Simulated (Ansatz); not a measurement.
Crystal: Yb.

```
CELL_PARAMETERS angstrom
-2.15148 2.15148 2.15148
2.15148 -2.15148 2.15148
2.15148 2.15148 -2.15148
ATOMIC_POSITIONS crystal
Yb 0.00000 0.00000 0.00000
```

This isn't the form of Yb at room conditions, which is fcc.

```yaml
Program: Ansatz 0.2.0
Task: single point
Functional: PBE
Potentials_or_basis: Ansatz PAW
Cutoff: "420 eV (not typed: the program's choice for these potentials)"
k_mesh: 9 × 9 × 9
Occupations: fermi-dirac, width 0.05 eV
Spin: collinear spin, ferromagnetic start
Starting_moments: "[1.0] μB"
```

On this cell: pressure -2.2 GPa; net moment 0.00 μB per cell; band gap on the k mesh none (metal or under the smearing width).

The same run follows on a disturbed copy (cell strained at random at fixed volume):

```
Yb
1.0
    -2.07352    2.22264    2.17799
     2.13050   -2.11761    2.12994
     2.10415    2.14825   -2.07296
Yb
1
Cartesian
  -0.0156 -0.0571 -0.0065
```

Task: What does the disturbed cell give?

Result: The energy (extrapolated to zero smearing) moves by +8.2 meV/atom; pressure -2.1 GPa; net moment 0.00 μB per cell; band gap on the k mesh none (metal or under the smearing width).

Stress tensor (GPa, compression positive):
```
-2.05 -0.23 -0.50
-0.23 -2.17 -0.96
-0.50 -0.96 -2.16
```

Caveats: spin-orbit coupling is left out, which moves the levels of the heavy elements; the starting moments weren't kept.
